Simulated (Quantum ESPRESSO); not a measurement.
# AgCl (Chlorargyrite) (Fm-3m) in Quantum ESPRESSO: further runs, part 2 of 2

Quantum ESPRESSO 7.5.

### Step 3. Single point, PBE+U

The input, pw.in:

```
&CONTROL
  calculation = 'scf'
  prefix = 'pwscf'
  outdir = './tmp'
  pseudo_dir = './pseudo'
  tprnfor = .true.
  tstress = .true.
  disk_io = 'nowf'
/
&SYSTEM
  ibrav = 0
  nat = 2
  ntyp = 2
  ecutwfc = 60
  ecutrho = 440
  nbnd = 23
  occupations = 'smearing'
  smearing = 'fd'
  degauss = 0.00367493
/
&ELECTRONS
  conv_thr = 4d-10
  electron_maxstep = 120
  mixing_beta = 0.3
/
ATOMIC_SPECIES
Ag   107.8682 Ag_ONCV_PBE-1.0.oncvpsp.upf
Cl    35.4500 cl_pbe_v1.4.uspp.F.UPF
CELL_PARAMETERS angstrom
   0.0000000000    2.7350000000    2.7350000000
   2.7350000000    0.0000000000    2.7350000000
   2.7350000000    2.7350000000    0.0000000000
ATOMIC_POSITIONS crystal
Ag     0.0000000000    0.0000000000    0.0000000000
Cl     0.5000000000    0.5000000000    0.5000000000
K_POINTS automatic
8 8 8 0 0 0
HUBBARD {atomic}
U Ag-4d 1.0
```

Potentials or basis: SSSP 1.3 efficiency PBE.

Command:

```bash
$ OMP_NUM_THREADS=1 pw.x -in pw.in > pw.out
```

pw.out:

```text
This program is part of the open-source Quantum ESPRESSO suite
     for quantum simulation of materials; please cite
[... 9 lines left out ...]
     --------------------
     sticks:   dense  smooth     PW     G-vecs:    dense   smooth      PW
     Sum        1627     877    265                43143    17261    2891

     Using Slab Decomposition

     bravais-lattice index     =            0
     lattice parameter (alat)  =       7.3092  a.u.
     unit-cell volume          =     276.1205 (a.u.)^3
     number of atoms/cell      =            2
     number of atomic types    =            2
     number of electrons       =        26.00
     number of Kohn-Sham states=           23
     kinetic-energy cutoff     =      60.0000  Ry
     charge density cutoff     =     440.0000  Ry
     scf convergence threshold =      4.0E-10
     mixing beta               =       0.3000
     number of iterations used =            8  plain     mixing
     Exchange-correlation=  SLA  PW   PBX  PBC
                           (   1   4   3   4   0   0   0)
     Hubbard projectors: atomic
     Hubbard parameters of DFT+U (Dudarev formulation) in eV:
     U(Ag-4d) =  1.0000

     Internal variables: lda_plus_u =T, lda_plus_u_kind = 0

     Internal variables: orbital_resolved =F, hub_pot_fix =F, apply_U = F

[... 250 lines left out ...]
      -0.000 -0.000  0.995  0.000  0.000
       0.000  0.000  0.000  0.993 -0.000
[... 120 lines left out ...]
   -80.8855 -44.3827 -44.3821 -44.3810  -5.8251   4.4526   4.5622   4.8185
     6.1590   6.4486   6.6972   6.9585   7.7091  12.7151  16.3345  17.2859
    18.9608  20.8523  22.4931  24.7118  26.2423  27.1603  28.3878

          k =-0.7071 0.0000 0.0000 (  2200 PWs)   bands (ev):

   -80.8855 -44.3832 -44.3813 -44.3813  -5.8661   4.4738   5.6029   5.8236
     5.8236   6.2370   6.5151   6.5151   6.6489  11.4363  16.9835  17.8950
    20.8671  20.8671  23.7644  23.7644  24.2762  27.1014  28.6658

          k = 0.3536 0.1768 0.0000 (  2168 PWs)   bands (ev):
[... 31 lines left out ...]
   -80.8855 -44.3825 -44.3820 -44.3809  -5.8250   4.0801   4.5455   4.7460
     6.3574   6.3696   6.7990   6.9554   8.1403  13.7608  15.5746  16.8921
    17.9588  21.6651  22.2452  24.9808  25.8865  27.1094  28.1996

          k =-0.7071 0.1768-0.0000 (  2170 PWs)   bands (ev):

   -80.8855 -44.3829 -44.3816 -44.3813  -5.8405   4.5197   4.8821   5.1219
     6.2820   6.5153   6.5312   6.5688   7.2020  12.1898  16.8571  17.5395
    18.9802  21.5045  23.4698  23.7494  25.0561  27.5415  29.6162

          k =-0.7071 0.3536 0.0000 (  2180 PWs)   bands (ev):

   -80.8855 -44.3823 -44.3823 -44.3814  -5.8146   4.4131   4.7143   4.7143
     6.5155   6.5450   6.5710   6.5710   7.5366  13.3601  16.9778  16.9778
    17.1295  22.6680  22.6680  23.7346  25.3532  27.8464  29.9016

     the Fermi energy is     9.5323 ev

!    total energy              =    -320.67945386 Ry
     estimated scf accuracy    <          1.2E-10 Ry
     smearing contrib. (-TS)   =      -0.00000002 Ry
     internal energy E=F+TS    =    -320.67945384 Ry

     The total energy is F=E-TS. E is the sum of the following terms:
     one-electron contribution =    -166.76140276 Ry
     hartree contribution      =      92.62757423 Ry
     xc contribution           =     -36.65100782 Ry
     ewald contribution        =    -209.89687317 Ry
     Hubbard energy            =       0.00225568 Ry

     convergence has been achieved in  10 iterations

     negative rho (up, down):  1.439E-02 0.000E+00

     Forces acting on atoms (cartesian axes, Ry/au):

     atom    1 type  1   force =    -0.00000000    0.00000000   -0.00000000
     atom    2 type  2   force =     0.00000000    0.00000000    0.00000000

     Total force =     0.000000     Total SCF correction =     0.000000

     Computing stress (Cartesian axis) and pressure

     negative rho (up, down):  1.439E-02 0.000E+00
          total   stress  (Ry/bohr**3)                   (kbar)     P=       41.06
   0.00027911   0.00000000  -0.00000000           41.06        0.00       -0.00
   0.00000000   0.00027911   0.00000000            0.00       41.06        0.00
  -0.00000000   0.00000000   0.00027911           -0.00        0.00       41.06

=------------------------------------------------------------------------------=
   JOB DONE.
=------------------------------------------------------------------------------=
```

Run time: 36 s. Hardware: 1 thread of Arm Neoverse V1, shared host; peak memory 0.21 GiB.

Results:

```yaml
Free_energy: -4363.0662 eV
Pressure: 4.1 GPa
Band_gap_on_the_k_mesh: 1.14 eV, indirect (least direct gap 3.42 eV)
```

Eigenvalues of the final occupation matrices:
```csv
site,spin,trace,eigenvalues
Ag 1 4d,each,4.97,0.99 0.99 0.99 0.99 0.99
```

### Step 4. Single point, PBE+U

Changes to pw.in since step 3:

```diff
@@ -38,2 +38,2 @@
 HUBBARD {atomic}
-U Ag-4d 1.0
+U Ag-4d 2.0
```

Potentials or basis: SSSP 1.3 efficiency PBE.

Command:

```bash
$ OMP_NUM_THREADS=1 pw.x -in pw.in > pw.out
```

pw.out:

```text
This program is part of the open-source Quantum ESPRESSO suite
     for quantum simulation of materials; please cite
         "P. Giannozzi et al., J. Phys.:Condens. Matter 21 395502 (2009);
         "P. Giannozzi et al., J. Phys.:Condens. Matter 29 465901 (2017);
         "P. Giannozzi et al., J. Chem. Phys. 152 154105 (2020);
     in publications or presentations arising from this work. More details at

     Message from routine setup:
     using ibrav=0 with symmetry is DISCOURAGED, use correct ibrav instead

     G-vector sticks info
     --------------------
     sticks:   dense  smooth     PW     G-vecs:    dense   smooth      PW
     Sum        1627     877    265                43143    17261    2891

     Using Slab Decomposition

     bravais-lattice index     =            0
[... 443 lines left out ...]
    18.9863  21.5111  23.4687  23.7456  25.0580  27.5445  29.6186

          k =-0.7071 0.3536 0.0000 (  2180 PWs)   bands (ev):

   -80.8235 -44.3251 -44.3251 -44.3242  -5.8523   4.1862   4.5643   4.5643
     6.0778   6.1213   6.2656   6.2656   7.3257  13.3634  16.9799  16.9799
    17.1360  22.6715  22.6715  23.7308  25.3559  27.8489  29.9071

     the Fermi energy is     9.4607 ev

!    total energy              =    -320.67726536 Ry
     estimated scf accuracy    <          8.6E-11 Ry
     smearing contrib. (-TS)   =      -0.00000000 Ry
     internal energy E=F+TS    =    -320.67726536 Ry

     The total energy is F=E-TS. E is the sum of the following terms:
     one-electron contribution =    -166.81924967 Ry
     hartree contribution      =      92.69454303 Ry
     xc contribution           =     -36.65993344 Ry
     ewald contribution        =    -209.89687317 Ry
     Hubbard energy            =       0.00424789 Ry

     convergence has been achieved in  10 iterations

     negative rho (up, down):  1.440E-02 0.000E+00

     Forces acting on atoms (cartesian axes, Ry/au):

     atom    1 type  1   force =     0.00000000    0.00000000    0.00000000
     atom    2 type  2   force =     0.00000000    0.00000000    0.00000000

     Total force =     0.000000     Total SCF correction =     0.000000

     Computing stress (Cartesian axis) and pressure

     negative rho (up, down):  1.440E-02 0.000E+00
          total   stress  (Ry/bohr**3)                   (kbar)     P=       43.40
   0.00029505   0.00000000   0.00000000           43.40        0.00        0.00
   0.00000000   0.00029505   0.00000000            0.00       43.40        0.00
   0.00000000   0.00000000   0.00029505            0.00        0.00       43.40

=------------------------------------------------------------------------------=
   JOB DONE.
=------------------------------------------------------------------------------=
```

Wall time 36 s (1 thread of Arm Neoverse V1, shared host); peak memory 0.21 GiB.

Results:

* Free energy: -4363.0365 eV
* Pressure: 4.3 GPa
* Band gap on the k mesh: 1.30 eV, indirect (least direct gap 3.43 eV)

Eigenvalues of the final occupation matrices:
```csv
site,spin,trace,eigenvalues
Ag 1 4d,each,4.97,0.99 0.99 0.99 0.99 0.99
```

### Step 5. Single point, PBE+U

Changes to pw.in since step 4:

```diff
@@ -38,2 +38,2 @@
 HUBBARD {atomic}
-U Ag-4d 2.0
+U Ag-4d 3.0
```

Command:

```bash
$ OMP_NUM_THREADS=1 pw.x -in pw.in > pw.out
```

Run time: 36 s. Hardware: 1 thread of Arm Neoverse V1, shared host; peak memory 0.21 GiB.

Results (log left out):

```yaml
Free_energy: -4363.0084 eV
Pressure: 4.6 GPa
Band_gap_on_the_k_mesh: 1.44 eV, indirect (least direct gap 3.44 eV)
```

Levels at points of the mesh, in eV from the valence-band top:
```tsv
k point	band 10	band 11	band 12	band 13	band 14	band 15	band 16	band 17
(0.00, 0.00, 0.00)	-3.47	-2.00	-2.00	-2.00	1.44	11.16	11.16	11.16
(0.00, 0.00, -0.50)	-3.10	-2.42	0.00	0.00	4.64	7.31	8.06	8.06
(0.00, -0.50, -0.50)	-2.97	-2.79	-2.78	-2.78	2.86	8.38	9.30	12.28
```

Eigenvalues of the final occupation matrices:
| site | spin | trace | eigenvalues |
| --- | --- | --- | --- |
| Ag 1 4d | each | 4.97 | 0.99 0.99 1.00 1.00 1.00 |

### Step 6. Single point, PBE+U

Changes to pw.in since step 5:

```diff
@@ -38,2 +38,2 @@
 HUBBARD {atomic}
-U Ag-4d 3.0
+U Ag-4d 4.0
```

Potentials or basis: SSSP 1.3 efficiency PBE.

Command:

```bash
$ OMP_NUM_THREADS=1 pw.x -in pw.in > pw.out
```

Wall time 36 s (1 thread of Arm Neoverse V1, shared host); peak memory 0.21 GiB.

The run converged. Its results:

```
Free energy            : -4362.9818 eV
Pressure               : 4.8 GPa
Band gap on the k mesh : 1.56 eV, indirect (least direct gap 3.45 eV)
```

Levels at points of the mesh, in eV from the valence-band top:
| k point | band 9 | band 10 | band 11 | band 12 | band 13 | band 14 | band 15 | band 16 | band 17 | band 18 |
| --- | --- | --- | --- | --- | --- | --- | --- | --- | --- | --- |
| (0.00, 0.00, 0.00) | -3.80 | -3.80 | -1.88 | -1.88 | -1.88 | 1.56 | 11.28 | 11.28 | 11.28 | 13.00 |
| (0.00, 0.00, -0.50) | -3.43 | -3.43 | -2.58 | 0.00 | 0.00 | 4.76 | 7.43 | 8.18 | 8.18 | 13.99 |
| (0.00, -0.50, -0.50) | -3.29 | -3.29 | -3.09 | -2.67 | -2.67 | 2.98 | 8.49 | 9.42 | 12.40 | 12.40 |

Eigenvalues of the final occupation matrices:
```csv
site,spin,trace,eigenvalues
Ag 1 4d,each,4.97,0.99 0.99 1.00 1.00 1.00
```

### Step 7. Summary

```csv
level,U,mixing beta,gap on the mesh (eV),pressure (GPa)
PBE,-,0.5,0.97,3.9
PBE+U,Ag d U = 1 eV,0.3,1.14,4.1
PBE+U,Ag d U = 2 eV,0.3,1.30,4.3
PBE+U,Ag d U = 3 eV,0.3,1.44,4.6
PBE+U,Ag d U = 4 eV,0.3,1.56,4.8
```

Alike in all rows: task single point; potentials or basis SSSP 1.3 efficiency PBE; no spin polarisation; cell as given; k mesh 8 × 8 × 8; cutoff (eV) 816; smearing fermi-dirac 0.05 eV.

On the cell as given the gap runs from 0.97 eV (PBE) to 1.56 eV (PBE+U). The pressure there spans 3.9 GPa (PBE) to 4.8 GPa (PBE+U); a positive pressure means that this level wants a larger cell, a negative one a smaller.

Total energies depend on the potentials used, so only differences within one code and one set of settings carry meaning.

### Step 8. Comparison with measurements

Step 2. Measured gap of AgCl: 3.249 eV (indirect; a printed reference work, data compilation). This calculation gives 0.97 eV (-2.28 eV). So large a miss can be the level of theory's own, or it may mean another phase, state or a wrong row. Spin-orbit coupling on Ag is left out. The value is that of PBE on a finite k mesh, which can miss the band edges, without temperature or zero-point motion. Semilocal functionals fall short of measured gaps as a rule.

Step 3. Measured gap of AgCl: 3.249 eV (indirect; a printed reference work, data compilation). This calculation gives 1.14 eV (-2.11 eV). So large a miss can be the level of theory's own, or it may mean another phase, state or a wrong row. Spin-orbit coupling on Ag is left out. The value is that of PBE+U on a finite k mesh, which can miss the band edges, without temperature or zero-point motion.

Step 4. Measured gap of AgCl: 3.249 eV (indirect; a printed reference work, data compilation). This calculation gives 1.30 eV (-1.95 eV). So large a miss can be the level of theory's own, or it may mean another phase, state or a wrong row. Spin-orbit coupling on Ag is left out. The value is that of PBE+U on a finite k mesh, which can miss the band edges, without temperature or zero-point motion.

Step 5. Against the measured gap of AgCl, 3.249 eV (indirect; a printed reference work, data compilation), the calculated 1.44 eV is off by -1.81 eV. So large a miss can be the level of theory's own, or it may mean another phase, state or a wrong row. Spin-orbit coupling on Ag is left out. The value is that of PBE+U on a finite k mesh, which can miss the band edges, without temperature or zero-point motion.

Step 6. Against the measured gap of AgCl, 3.249 eV (indirect; a printed reference work, data compilation), the calculated 1.56 eV is off by -1.68 eV. So large a miss can be the level of theory's own, or it may mean another phase, state or a wrong row. Spin-orbit coupling on Ag is left out. The value is that of PBE+U on a finite k mesh, which can miss the band edges, without temperature or zero-point motion.
